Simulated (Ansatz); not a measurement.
# Cobalt, fcc: HSE06 after PBE

Aim: see what exact exchange does to the levels, and what it costs. Spin polarisation is left out, though the real metal is magnetic, so these are not its levels. The cell comes from an earlier PBE relaxation. Exact exchange is dear, so the k-mesh is coarse, and PBE is run on the same mesh for comparison.

Program: Ansatz 0.2.0. Level of theory: DFT, plane waves (420 eV) with PBE-made PAW files, scalar-relativistic; functionals as named at each step. These are calculated values, not measurements.

## 1. The structure to begin with

It takes space group Fm-3m (No. 225, cubic). Conventional cell: a = 3.458 Å, b = 3.458 Å, c = 3.458 Å, α = 90.00°, β = 90.00°, γ = 90.00°. Around Co (site symmetry m-3m) lie 12 Co at 2.45 Å.

As a file:

```cif
data_structure
_symmetry_space_group_name_H-M 'Fm-3m'
_symmetry_Int_Tables_number 225
_cell_length_a 3.4578
_cell_length_b 3.4578
_cell_length_c 3.4578
_cell_angle_alpha 90.000
_cell_angle_beta 90.000
_cell_angle_gamma 90.000
_cell_volume 41.34
loop_
_atom_site_label
_atom_site_type_symbol
_atom_site_symmetry_multiplicity
_atom_site_Wyckoff_symbol
_atom_site_fract_x
_atom_site_fract_y
_atom_site_fract_z
_atom_site_occupancy
Co1 Co 4 a 0.00000 0.00000 0.00000 1
```

## 2. PBE on the coarse mesh

The run with PBE.

input.yaml

```yaml
crystal:
  lattice:
    - [0.0, 1.7289085811, 1.7289085811]
    - [1.7289085811, 0.0, 1.7289085811]
    - [1.7289085811, 1.7289085811, 0.0]
  atoms:
    - { symbol: Co, position: [0.0, 0.0, 0.0] }
hamiltonian:
  xc: pbe
  pseudopotentials:
    kind: paw
    azcp:
      Co: "pseudopotentials/Co.paw.azcp"
basis:
  ecutwfc: 420
  fft_grid_basis: typed
kpoints:
  mp_grid: { grid: [8, 8, 8], shift: [0, 0, 0] }
magnetization:
  spin_polarized: false
scf:
  occupations: { method: fermi_dirac, width: 0.1 }
```

The run is started by

```sh
$ ansatz run input.yaml --threads 4 --pin off --max-ram 8192MiB --backend cpu --events-out ev --progress --plain --runs-dir out
```

The log of the run, shortened:

```text
Warning: RAYON_NUM_THREADS=4 ignored (pool sized by the plan → 4); use --threads N
[...]
Pseudopotentials: kind: paw
Pseudopotential: Co, paw, valence charge 17, recommended cutoff 420 eV (normal), <dir>
Functional definition: PBE
[...]
Crystal: 1 atoms, lattice volume = 10.336 Å³
Basis set: ecut = 420 eV, 181 PW (Γ)
Bands: 13, of which v1, the nominal top of the filled ones, is band 9 counted from 1 (8 counted from 0)
Symmetry: 48 space group operations
Space group: Fm-3m (ITA 225), of the structure as read, at distance tolerance 2.2e-5 Å
k-points: 29 of 512
[...]
SCF iter   1: F=—  HF=-5125.974342 eV  |F-HF|=—  |Δ(HF+E_count)|=         —  Δρ=4.06e-3  dr2=2.71e-4  ethr=1.77e-3  ⟨swp⟩=5.0  Hψ=1876  notcnv=0
[...]
SCF iter   6: F=-5125.974400 eV  HF=-5125.974400 eV  |F-HF|=2.73e-12  |Δ(HF+E_count)|=  4.09e-10  Δρ=1.20e-6  dr2=2.63e-11  ethr=2.96e-12  ⟨swp⟩=1.1  Hψ=1017  notcnv=0
[...]
SCF converged after 6 iterations
Free energy (F): -5125.974400 eV
[...]
E sigma→0 (E₀):  -5125.931028 eV
Entropy (-TS):   -0.086744 eV (-86.744 meV/atom)
Fermi energy:    19.745118 eV
[...]
```

Run time: 0.19 s. Hardware: 4 threads of Arm Neoverse V2, shared host; peak memory 0.24 GiB.

## 3. HSE06, coarse mesh

The run with HSE06.

input.yaml, as its differences from that of step 2:

```diff
@@ -8,3 +8,3 @@
 hamiltonian:
-  xc: pbe
+  xc: hse06
   pseudopotentials:
```

The run is started by

```sh
$ ansatz run input.yaml --threads 4 --pin off --max-ram 8192MiB --backend cpu --events-out ev --progress --plain --runs-dir out
```

The log of the run, shortened:

```text
Warning: RAYON_NUM_THREADS=4 ignored (pool sized by the plan → 4); use --threads N
[...]
[... 2 set-up lines as earlier in the session ...]
Functional definition: HSE06
[...]
Crystal: 1 atoms, lattice volume = 10.336 Å³
Basis set: ecut = 420 eV, 181 PW (Γ)
Bands: 13, of which v1, the nominal top of the filled ones, is band 9 counted from 1 (8 counted from 0)
[... 2 set-up lines as earlier in the session ...]
k-points: 29 of 512
[...]
SCF iter   1: F=—  HF=-5125.974707 eV  |F-HF|=—  |Δ(HF+E_count)|=         —  Δρ=3.98e-3  dr2=2.24e-4  ethr=1.77e-3  ⟨swp⟩=6.2  Hψ=1610  notcnv=0
[...]
Frozen-core exchange: fock
[...]
SCF 2 stopped early in 10 iterations: F = -5122.940110 eV  dr2 = 4.45e-5
hybrid outer 1: dexx = +2.249e-1 eV, tail = 5.17e-4 eV
[...]
Frozen-core exchange: fock
[...]
hybrid outer 2: dexx = +1.082e-5 eV, tail = 6.63e-7 eV, Δε = 2.29e-2 eV (about 1.32e-3 eV left of the loop's levels)
hybrid SCF converged: 2 outer / 14 inner (+6 warm-up), last move |dexx| = 1.08e-5 eV, tail = 6.63e-7 eV
Stability not checked: this state was not tested for a lower state beside it, because the functional holds exact exchange (a hybrid, or Hartree-Fock), whose exchange loop this test does not read (fock_operator; see scf.lower_state_search)
Free energy (F): -5122.940671 eV
Frozen-core exchange: fock
[...]
E sigma→0 (E₀):  -5122.916634 eV
Entropy (-TS):   -0.048072 eV (-48.072 meV/atom)
Fermi energy:    19.241592 eV
[...]
--- Band table (eV; the first three rows and the last of 29) ---
  k-point 0: bands = ["-81.5560", "-42.9102", "-42.9102", "-42.9102", "9.1391", "16.8122", "16.8122", "16.8122", "17.3296", "17.3296", "43.7638"]
[...]
  guard bands above this table: 2 of the run's 13 bands. The solve was not asked for them (output.publish_guard_bands: true or output.eigenvalues: true publishes all)
```

It took 2.6 s on 4 threads of Arm Neoverse V2, shared host; peak memory 0.69 GiB.

## 4. Side by side

```
functional               gap on the mesh  Fermi energy (eV)  SCF cycles  exchange loops  CPU time
       PBE  none (levels filled in part)             19.745           6               -     0.4 s
     HSE06  none (levels filled in part)             19.242          20               2     7.1 s
```

## 5. Results

```
                         quantity                         value
                         PBE: gap  none (levels filled in part)
                       HSE06: gap  none (levels filled in part)
HSE06: SCF cycles, exchange loops                         20, 2
 HSE06: CPU time over that of PBE                            18
```

What this shows: Neither PBE nor HSE06 shows a clean gap on this mesh. The hybrid took 18 times as much CPU time as PBE on the same settings. The exchange operator of HSE06 was renewed in 2 outer loops. Absolute energies differ from functional to functional, by eV per atom at times, and say nothing by themselves.
